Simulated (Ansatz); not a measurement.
# Decaying states in the gap of MgF2

Wanted: the complex bands of MgF2 across its gap.

Method: PBE DFT, plane waves, PAW files, in the first sound run; inputs show where later runs differ, in Ansatz 0.2.0.

Report form: the programs' logs are mostly left out.

## (1) The starting structure

The structure is monoclinic, space group C2/m (No. 12). Conventional cell: a = 10.459 Å, b = 3.939 Å, c = 6.764 Å, α = 90.00°, β = 128.86°, γ = 90.00°. Mg has 5 F at 1.88 to 2.01 Å nearest. Nearest to F lie 3 Mg at 2.00 to 2.01 Å. F has 2 Mg at 1.88 Å nearest. Nearest to F lie 2 Mg at 1.91 Å. Farther neighbours and most contacts between anions are not listed.

## (2) The bulk crystal and its band edges

The energy window and the wavevectors of the next steps follow from the band edges, so these are searched first, off the mesh as well.

The input, input.yaml:

```yaml
crystal:
  lattice:
    - [5.229324, -1.969444, 0.0]
    - [5.229324, 1.969444, 0.0]
    - [-4.243429, 0.0, 5.266902]
  atoms:
    - { symbol: Mg, position: [0.895403, 0.895403, 0.150867] }
    - { symbol: Mg, position: [0.104597, 0.104597, 0.849133] }
    - { symbol: F, position: [0.648799, 0.648799, 0.895945] }
    - { symbol: F, position: [0.0, 0.0, 0.5] }
    - { symbol: F, position: [0.351201, 0.351201, 0.104055] }
    - { symbol: F, position: [0.0, 0.0, 0.0] }
kpoints:
  mp_grid: { grid: [6, 6, 4] }
  band_path: { path: [VBM, CBM], npoints: 30 }
scf:
  occupations: { method: fixed }
hamiltonian:
  xc: pbe
output:
  eigenvalues: true
```

Launch:

```console
$ ansatz run input.yaml --threads 2 --pin off --max-ram 4096MiB --backend cpu --events-out ev --progress --plain --runs-dir out
```

Wall time 23 s (2 threads of Arm Neoverse N1, shared host); peak memory 0.4 GiB; 43 s of CPU time.

This step gave:

| Quantity | Value |
| --- | --- |
| free energy | -7090.4841 eV |
| Fermi energy | -1.924 eV |
| gap on the k-mesh | 6.245 eV |
| gap on path | 6.245 eV, by band count; negative where bands overlap |
| direct gap on path | 6.344 eV |
| edge places on path | 0, 0.8860 1/A along the path |

Electronic bands along the path, in eV, zero at the Fermi level (highest filled level under fixed occupations); v1 is the highest filled band, c1 the lowest empty one:

```tsv
point	v4	v3	v2	v1	c1
VBM	-0.74	-0.41	-0.37	0.00	9.38
halfway	-0.74	-0.40	-0.35	-0.09	7.25
CBM	-0.73	-0.42	-0.30	-0.10	6.25
```

The searched edges give 6.24 eV, as on the mesh.

## (3) Decaying states in the gap, plane (001), k-mesh 7×7×7

This step: PBE DFT, plane waves, PAW files; complex bands by layer matching along the plane's normal (Ansatz 0.2.0).

The same crystal is laid in a cell whose first two vectors span the (001) plane (indices of the standard conventional cell, whose axes can be ordered otherwise than in the bulk input). At fixed energy and wavevector in the plane the solver finds all kz, real and complex. A few wavevectors are listed, (0, 0), (-0.5, 0) and (0.5, 0) (two of them one point) in units of the plane's reciprocal vectors; the slowest state needn't be among them.

The input, input.yaml:

```yaml
crystal:
  lattice:
    - [3.938888, 0.0, 0.0]
    - [1.969444, 5.229324, 0.0]
    - [1.969444, -0.985895, 5.266902]
  atoms:
    - { symbol: Mg, position: [0.744536, 0.360061, 0.150867] }
    - { symbol: Mg, position: [0.255464, 0.639939, 0.849133] }
    - { symbol: F, position: [0.752854, 0.598347, 0.895945] }
    - { symbol: F, position: [0.5, 0.5, 0.5] }
    - { symbol: F, position: [0.247146, 0.401653, 0.104055] }
    - { symbol: F, position: [0.0, 0.0, 0.0] }
kpoints:
  mp_grid: { grid: [7, 7, 7] }
scf:
  occupations: { method: fixed }
hamiltonian:
  xc: pbe
output:
  eigenvalues: true
  transmission:
    leads: [[0, 0]]
    kpoints: [[0.0, 0.0], [-0.5, 0.0], [0.5, 0.0]]
    e_range: [-1.0, 7.24]
    de: 0.14
```

The job ended after 83 s (2 threads; peak memory 0.51 GiB).

Numbers from this step:

| Item | Value |
| --- | --- |
| free energy | -7090.4842 eV |
| Fermi energy | -1.931 eV |
| gap on the k-mesh | 6.255 eV |
| level to which the leads are filled | 3.127 eV from the Fermi level |
| decay constant at the filling level, zone centre | 0.6067 Å⁻¹ |
| decay constant at the filling level, slowest listed point | 0.6067 Å⁻¹ |

K parallel (0, 0); values up to 1.5 1/Å, a degenerate pair printed once or twice; energies at which all values exceed this have no row. The Im kz of the slowest decaying states by energy, zero at the highest filled level on the SCF mesh:

```tsv
energy (eV)	decay 1 (Å⁻¹)	decay 2 (Å⁻¹)	decay 3 (Å⁻¹)	decay 4 (Å⁻¹)
-1.000	0.131	0.535	0.596	0.919
-0.440	0.135	0.219	0.473	0.866
-0.020	0.419	0.493	0.612	0.937
0.540	0.580	0.815	0.857	0.985
0.960	0.609	0.894	1.00	1.01
1.520	0.629	0.958	1.03	1.14
1.940	0.633	0.988	1.04	1.22
2.500	0.626	1.01	1.05	1.30
3.060	0.607	1.03	1.06	1.34
3.480	0.584	1.03	1.06	1.35
4.040	0.543	1.03	1.06	1.36
4.460	0.502	1.03	1.06	1.36
5.020	0.430	1.02	1.05	1.35
5.440	0.357	1.01	1.04	1.34
6.000	0.205	0.995	1.03	1.33
6.560	0.974	1.02	1.31	1.32
6.980	0.955	1.01	1.29	1.30
```

K parallel (-0.5, 0); values up to 1.5 1/Å, a degenerate pair printed once or twice; energies at which all values exceed this have no row. The Im kz of the slowest decaying states by energy, zero at the highest filled level on the SCF mesh:

```tsv
energy (eV)	decay 1 (Å⁻¹)	decay 2 (Å⁻¹)	decay 3 (Å⁻¹)	decay 4 (Å⁻¹)
-1.000	0.444	0.537	0.642	1.09
-0.440	0.439	1.02	1.13	1.33
-0.020	0.731	0.752	1.05	1.06
0.540	0.668	0.731	0.887	1.22
0.960	0.770	0.801	0.936	1.26
1.520	0.857	0.872	0.980	1.26
1.940	0.904	0.915	1.00	1.25
2.500	0.951	0.964	1.03	1.24
3.060	0.986	1.01	1.04	1.24
3.480	1.00	1.05	1.06	1.23
4.040	1.02	1.08	1.14	1.21
4.460	1.03	1.11	1.19	1.23
5.020	1.03	1.21	1.21	1.27
5.440	1.02	1.07	1.23	1.30
6.000	0.964	1.01	1.24	1.29
6.560	0.878	0.999	1.26	1.26
6.980	0.814	0.984	1.23	1.28
```

K parallel (0.5, 0); values up to 1.5 1/Å, a degenerate pair printed once or twice; energies at which all values exceed this have no row. Table of Im kz of the slowest decaying states by energy, zero at the highest filled level on the SCF mesh:

```tsv
energy (eV)	decay 1 (Å⁻¹)	decay 2 (Å⁻¹)	decay 3 (Å⁻¹)	decay 4 (Å⁻¹)
-1.00	0.444	0.537	0.642	1.09
-0.58	0.385	0.532	0.945	1.14
-0.16	0.239	0.624	0.830	1.01
-0.02	0.731	0.752	1.05	1.06
0.26	0.547	0.679	0.839	1.17
0.68	0.708	0.757	0.906	1.24
0.96	0.770	0.801	0.936	1.26
1.38	0.839	0.856	0.970	1.27
1.80	0.890	0.901	0.996	1.26
2.22	0.929	0.940	1.02	1.25
2.64	0.961	0.976	1.03	1.24
3.06	0.986	1.01	1.04	1.24
3.48	1.00	1.05	1.06	1.23
3.90	1.02	1.07	1.10	1.23
4.32	1.02	1.10	1.19	1.23
4.74	1.03	1.15	1.22	1.25
5.16	1.02	1.14	1.22	1.29
5.44	1.02	1.07	1.23	1.30
5.86	0.986	1.02	1.24	1.29
6.28	0.920	1.01	1.25	1.27
6.70	0.857	0.994	1.25	1.27
7.12	0.791	0.979	1.22	1.28
```

At the listed wavevectors the last open channel is at -0.02 eV and the next at +6.28 eV on the grid. At +3.06 eV, the grid energy nearest the filling level (the middle of the gap on the SCF mesh), the slowest state at the listed wavevectors decays with κ = 0.607 Å⁻¹, its amplitude falling by e over 1.6 Å. Through 1 nm of this crystal that state's transmission falls by exp(−2 × 0.607 Å⁻¹ × 10 Å) = 5.4e-6.

## (4) Decay over the two-dimensional zone

The listed points could miss the slowest state, so one energy near mid-gap is solved on a mesh of 12×8.

Changes to input.yaml since step 3:

```diff
@@ -20,6 +20,2 @@
   eigenvalues: true
-  transmission:
-    leads: [[0, 0]]
-    kpoints: [[0.0, 0.0], [-0.5, 0.0], [0.5, 0.0]]
-    e_range: [-1.0, 7.24]
-    de: 0.14
+  transmission: { leads: [[0, 0]], kmesh: [12, 8], e_range: [3.12, 3.13], de: 0.05 }
```

Elapsed: 80 s, on 2 threads; peak memory 0.54 GiB; 2.6 min of CPU time.

This step gave:

- least decay constant on the mesh: 0.6039 Å⁻¹

Slowest decay constant (1/Å; 0 where a channel is open) over k1 and k2. At 3.1200 eV from the Fermi level.

Values, 8 rows by 12 columns:
```
1.01 1.02 1.12 0.92 0.82 0.75 0.72 0.72 0.76 0.83 0.92 0.99
1.01 1.03 1.11 0.90 0.78 0.70 0.67 0.67 0.70 0.78 0.87 0.97
1.01 1.01 0.99 0.83 0.72 0.65 0.62 0.63 0.68 0.76 0.86 0.98
0.99 0.99 0.90 0.78 0.68 0.62 0.60 0.62 0.68 0.78 0.90 0.99
1.01 0.98 0.86 0.76 0.68 0.63 0.62 0.65 0.72 0.83 0.99 1.01
1.01 0.97 0.87 0.78 0.70 0.67 0.67 0.70 0.78 0.90 1.11 1.03
1.01 0.99 0.92 0.83 0.76 0.72 0.72 0.75 0.82 0.92 1.12 1.02
0.99 1.00 1.04 0.90 0.81 0.76 0.75 0.76 0.81 0.90 1.04 1.00
```
Columns: k1 (b1) from -0.5 to 0.417; rows upwards: k2 (b2) from -0.5 to 0.375.

The least value on the mesh is 0.604 Å⁻¹ at +3.12 eV. At that energy the listed points give about 0.604 Å⁻¹ by interpolation, so the mesh holds no clearly slower state.

## (5) Decaying states in the gap, plane (100), k-mesh 4×6×6

The same for the (100) plane, at (0, 0), (0, -0.5) and (0.5, 0), to see how the decay depends on direction.

The input, input.yaml:

```yaml
crystal:
  lattice:
    - [6.7636488936, 0.0, 0.0]
    - [0.0, 3.938888, 0.0]
    - [3.2808126887, 1.969444, 4.072112179]
  atoms:
    - { symbol: Mg, position: [0.849133, 0.104597, 0.790806] }
    - { symbol: Mg, position: [0.150867, 0.895403, 0.209194] }
    - { symbol: F, position: [0.104055, 0.351201, 0.297598] }
    - { symbol: F, position: [0.5, 0.0, 0.0] }
    - { symbol: F, position: [0.895945, 0.648799, 0.702402] }
    - { symbol: F, position: [0.0, 0.0, 0.0] }
kpoints:
  mp_grid: { grid: [4, 6, 6] }
scf:
  occupations: { method: fixed }
hamiltonian:
  xc: pbe
output:
  eigenvalues: true
  transmission:
    leads: [[0, 0]]
    kpoints: [[0.0, 0.0], [0.0, -0.5], [0.5, 0.0]]
    e_range: [-1.0, 7.24]
    de: 0.21
```

Run time: 70 s. Hardware: 2 threads; peak memory 0.68 GiB; 2.3 min of CPU time.

This step gave:

```
free energy                                               : -7090.4841 eV
Fermi energy                                              : -1.924 eV
gap on the k-mesh                                         : 6.247 eV
level to which the leads are filled                       : 3.123 eV from the Fermi level
decay constant at the filling level, zone centre          : 0.6124 Å⁻¹
decay constant at the filling level, slowest listed point : 0.6124 Å⁻¹
```

K parallel (0, 0); values up to 1.5 1/Å, a degenerate pair printed once or twice; energies at which all values exceed this have no row. Im kz of the slowest decaying states against energy, zero at the highest filled level on the SCF mesh:

```tsv
energy (eV)	decay 1 (Å⁻¹)	decay 2 (Å⁻¹)	decay 3 (Å⁻¹)	decay 4 (Å⁻¹)
-1.00	0.149	0.487	0.719	1.08
-0.58	0.379	0.389	0.429	0.606
-0.16	0.459	0.612	0.768	0.855
0.05	0.519	0.545	0.751	0.873
0.26	0.583	0.724	0.851	0.949
0.68	0.626	0.952	0.996	1.06
1.10	0.649	1.10	1.11	1.13
1.52	0.658	1.17	1.20	1.21
1.94	0.658	1.19	1.22	1.23
2.36	0.649	1.20	1.21	1.26
2.78	0.634	1.21	1.21	1.28
3.20	0.612	1.20	1.21	1.28
3.41	0.599	1.20	1.21	1.27
3.83	0.567	1.18	1.20	1.25
4.25	0.528	1.17	1.18	1.25
4.67	0.480	1.14	1.15	1.26
5.09	0.420	1.10	1.12	1.28
5.51	0.342	1.06	1.09	1.31
5.93	0.228	1.01	1.05	1.33
6.35	0.964	1.01	1.31	1.32
6.77	0.914	0.972	1.28	1.30
7.19	0.861	0.929	1.26	1.27
```

K parallel (0, -0.5); values up to 1.5 1/Å, a degenerate pair printed once or twice; energies at which all values exceed this have no row. The Im kz of the slowest decaying states by energy, zero at the highest filled level on the SCF mesh:

```tsv
energy (eV)	decay 1 (Å⁻¹)	decay 2 (Å⁻¹)	decay 3 (Å⁻¹)	decay 4 (Å⁻¹)
-1.00	0.301	0.521	0.839	1.32
-0.58	0.400	0.412	0.898	1.46
-0.16	0.344	0.595	1.11	1.49
0.05	0.341	0.729	1.17	1.49
0.26	0.603	0.817	1.21	1.49
0.68	0.824	0.943	1.24	1.49
1.10	0.953	1.04	1.24	1.47
1.52	1.05	1.11	1.23	1.40
1.94	1.13	1.16	1.23	1.33
2.36	1.16	1.22	1.24	1.25
2.78	1.16	1.17	1.23	1.29
3.20	1.11	1.16	1.22	1.33
3.41	1.09	1.15	1.21	1.35
3.83	1.05	1.14	1.19	1.37
4.25	1.01	1.12	1.18	1.38
4.67	0.969	1.11	1.16	1.39
5.09	0.929	1.09	1.14	1.40
5.51	0.888	1.07	1.12	1.41
5.93	0.844	1.05	1.10	1.41
6.35	0.795	1.02	1.07	1.42
6.77	0.742	0.999	1.05	1.44
7.19	0.681	0.972	1.02	1.48
```

K parallel (0.5, 0); values up to 1.5 1/Å, a degenerate pair printed once or twice; energies at which all values exceed this have no row. The Im kz of the slowest decaying states by energy, zero at the highest filled level on the SCF mesh:

```tsv
energy (eV)	decay 1 (Å⁻¹)	decay 2 (Å⁻¹)	decay 3 (Å⁻¹)	decay 4 (Å⁻¹)
-1.00	0.131	0.818	0.823	0.875
-0.37	0.261	0.732	0.734	0.736
0.05	0.705	0.781	0.885	0.950
0.26	0.795	0.930	0.938	1.02
0.68	0.988	1.02	1.10	1.15
1.31	1.01	1.07	1.25	1.34
1.94	0.944	1.15	1.35	1.39
2.57	0.882	1.22	1.35	1.41
3.20	0.831	1.27	1.36	1.41
3.62	0.796	1.29	1.37	1.41
4.25	0.739	1.33	1.40	1.42
4.88	0.672	1.37	1.42	1.44
5.51	0.592	1.39	1.40	1.42
5.93	0.528	1.38	1.40	1.40
6.56	0.406	1.35	1.36	1.38
7.19	0.202	1.32	1.33	1.35
```

At the listed wavevectors the last open channel is at -0.16 eV and the next at +6.35 eV on the grid. At +3.20 eV, the grid energy nearest the filling level (the middle of the gap on the SCF mesh), the slowest state at the listed wavevectors decays with κ = 0.612 Å⁻¹, its amplitude falling by e over 1.6 Å; the first such run, plane (001), gave 0.607 Å⁻¹.

## (6) Band edges at another level, cutoff 500 eV

This step: r2SCAN DFT, plane waves, PAW files (Ansatz 0.2.0).

The edges again with r2SCAN, at the same atoms. Against that run the cutoff is 500 eV against 420.

The input, input.yaml:

```yaml
crystal:
  lattice:
    - [5.229324, -1.969444, 0.0]
    - [5.229324, 1.969444, 0.0]
    - [-4.243429, 0.0, 5.266902]
  atoms:
    - { symbol: Mg, position: [0.895403, 0.895403, 0.150867] }
    - { symbol: Mg, position: [0.104597, 0.104597, 0.849133] }
    - { symbol: F, position: [0.648799, 0.648799, 0.895945] }
    - { symbol: F, position: [0.0, 0.0, 0.5] }
    - { symbol: F, position: [0.351201, 0.351201, 0.104055] }
    - { symbol: F, position: [0.0, 0.0, 0.0] }
kpoints:
  mp_grid: { grid: [6, 6, 4] }
  band_path: { path: [VBM, CBM], npoints: 30 }
scf:
  occupations: { method: fixed }
hamiltonian:
  xc: r2scan
output:
  eigenvalues: true
```

Wall time 48 s (2 threads); peak memory 0.75 GiB.

Numbers from this step:

* free energy: -7102.2121 eV
* Fermi energy: -2.516 eV
* gap on the k-mesh: 7.066 eV
* gap on path: 7.066 eV, by band count; negative where bands overlap
* direct gap on path: 7.159 eV

The electronic bands at the labelled points (eV, zero at the Fermi level (highest filled level under fixed occupations); v1 is the highest filled band, c1 the lowest empty one):

```tsv
point	v4	v3	v2	v1	c1
VBM	-0.73	-0.41	-0.36	0.00	10.27
halfway	-0.73	-0.40	-0.35	-0.08	8.07
CBM	-0.72	-0.42	-0.30	-0.09	7.07
```

The searched edges give 7.07 eV, as on the mesh.

Between step 2 and this run (r2SCAN and cutoff 500 eV) the value for the gap on the k-mesh moves from 6.24 eV to 7.07 eV. In the generalised Kohn-Sham scheme the meta-GGA's τ-dependent potential widens gaps.

## (7) Complex bands at another level, cutoff 500 eV

This step: r2SCAN DFT, plane waves, PAW files; complex bands by layer matching along the plane's normal (Ansatz 0.2.0).

The complex bands at that level, over its own gap, at (0, 0) and (-0.5, 0).

The input, input.yaml:

```yaml
crystal:
  lattice:
    - [3.938888, 0.0, 0.0]
    - [1.969444, 5.229324, 0.0]
    - [1.969444, -0.985895, 5.266902]
  atoms:
    - { symbol: Mg, position: [0.744536, 0.360061, 0.150867] }
    - { symbol: Mg, position: [0.255464, 0.639939, 0.849133] }
    - { symbol: F, position: [0.752854, 0.598347, 0.895945] }
    - { symbol: F, position: [0.5, 0.5, 0.5] }
    - { symbol: F, position: [0.247146, 0.401653, 0.104055] }
    - { symbol: F, position: [0.0, 0.0, 0.0] }
kpoints:
  mp_grid: { grid: [7, 7, 7] }
scf:
  occupations: { method: fixed }
hamiltonian:
  xc: r2scan
output:
  eigenvalues: true
  transmission:
    leads: [[0, 0]]
    kpoints: [[0.0, 0.0], [-0.5, 0.0]]
    e_range: [-1.0, 8.07]
    de: 0.15
```

Wall time 84 s (2 threads); peak memory 0.86 GiB.

This step gave:

| Property | Result |
| --- | --- |
| Fermi energy | -2.523 eV |
| gap on the k-mesh | 7.072 eV |
| level to which the leads are filled | 3.536 eV from the Fermi level |
| decay constant at the filling level, zone centre | 0.6437 Å⁻¹ |
| decay constant at the filling level, slowest listed point | 0.6437 Å⁻¹ |

K parallel (0, 0); values up to 1.5 1/Å, a degenerate pair printed once or twice; energies at which all values exceed this have no row. Table of Im kz of the slowest decaying states by energy, zero at the highest filled level on the SCF mesh:

```tsv
energy (eV)	decay 1 (Å⁻¹)	decay 2 (Å⁻¹)	decay 3 (Å⁻¹)	decay 4 (Å⁻¹)
-1.00	0.123	0.532	0.608	0.941
-0.55	0.302	0.467	0.468	0.852
-0.10	0.463	0.591	0.947	1.05
0.05	0.525	0.527	0.664	0.963
0.35	0.580	0.764	0.780	0.989
0.80	0.624	0.885	0.951	1.02
1.25	0.651	0.949	1.04	1.08
1.70	0.666	0.991	1.06	1.18
2.15	0.671	1.02	1.07	1.26
2.60	0.669	1.04	1.08	1.32
3.05	0.660	1.05	1.08	1.35
3.50	0.644	1.06	1.08	1.38
3.95	0.621	1.06	1.08	1.39
4.40	0.591	1.06	1.08	1.39
4.85	0.553	1.06	1.08	1.39
5.30	0.506	1.05	1.07	1.38
5.75	0.447	1.04	1.06	1.37
6.20	0.371	1.03	1.06	1.36
6.65	0.264	1.01	1.05	1.35
7.10	0.995	1.04	1.33	1.33
7.55	0.976	1.03	1.31	1.31
8.00	0.955	1.02	1.26	1.29
```

K parallel (-0.5, 0); values up to 1.5 1/Å, a degenerate pair printed once or twice; energies at which all values exceed this have no row. Im kz of the slowest decaying states against energy, zero at the highest filled level on the SCF mesh:

```tsv
energy (eV)	decay 1 (Å⁻¹)	decay 2 (Å⁻¹)	decay 3 (Å⁻¹)	decay 4 (Å⁻¹)
-1.00	0.451	0.601	1.12	1.41
-0.70	0.771	0.959	1.15	1.19
-0.25	0.142	0.492	0.751	1.10
0.05	0.301	0.685	0.801	1.13
0.50	0.663	0.733	0.904	1.24
0.80	0.746	0.786	0.943	1.28
1.10	0.805	0.831	0.974	1.30
1.55	0.871	0.886	1.01	1.30
1.85	0.906	0.917	1.03	1.29
2.30	0.948	0.958	1.05	1.28
2.60	0.972	0.983	1.06	1.28
2.90	0.993	1.01	1.07	1.27
3.35	1.02	1.04	1.08	1.27
3.65	1.04	1.07	1.09	1.27
4.10	1.05	1.10	1.12	1.26
4.40	1.06	1.11	1.19	1.23
4.70	1.07	1.14	1.22	1.27
5.15	1.06	1.22	1.27	1.34
5.45	1.06	1.17	1.25	1.32
5.90	1.05	1.07	1.26	1.32
6.20	1.02	1.05	1.27	1.32
6.50	0.981	1.04	1.27	1.31
6.95	0.921	1.03	1.29	1.29
7.25	0.881	1.02	1.27	1.30
7.70	0.818	0.999	1.24	1.31
8.00	0.773	0.986	1.22	1.32
```

At the listed wavevectors the last open channel is at -0.10 eV and the next at +7.10 eV on the grid. At +3.50 eV, the grid energy nearest the filling level (the middle of the gap on the SCF mesh), the slowest state at the listed wavevectors decays with κ = 0.644 Å⁻¹, its amplitude falling by e over 1.6 Å; the first such run, plane (001), gave 0.607 Å⁻¹ over as many of its listed wavevectors.

## (8) Summary of results

| Quantity | Value |
| --- | --- |
| band gap | 6.25 eV |
| least decay constant at mid-gap, normal to (001) | 0.607 Å⁻¹ |
| least decay constant at mid-gap, normal to (100) | 0.612 Å⁻¹ |
| least decay constant on a mesh, normal to (001) | 0.604 Å⁻¹ |
| least decay constant, r2SCAN | 0.644 Å⁻¹ |

**Reading.** With PBE, the slowest decay at the wavevectors tried is κ = 0.607 Å⁻¹, normal to (001). Through such a film the transmission near mid-gap falls as exp(−2κd), a factor of ten every 1.9 Å. The directions tried decay at nearly the same rate. A free electron under a barrier of half the gap would need a mass of 0.45 mₑ to decay at this rate. With r2SCAN the gap goes from 6.25 to 7.07 eV and the decay constant, over the first 2 listed wavevectors, from 0.607 to 0.644 Å⁻¹. A semilocal functional narrows gaps, so real decay constants are likely larger.

[Logs are printed without paths, hosts, clocks, repeated set-up lines and the standing remarks that a program may print on its own settings, such as how far it seeks lower states.]

[Hosts, paths, dates, database ids (printed as entryN), source tags and the programs' standing remarks are cut or masked in the printed files.]
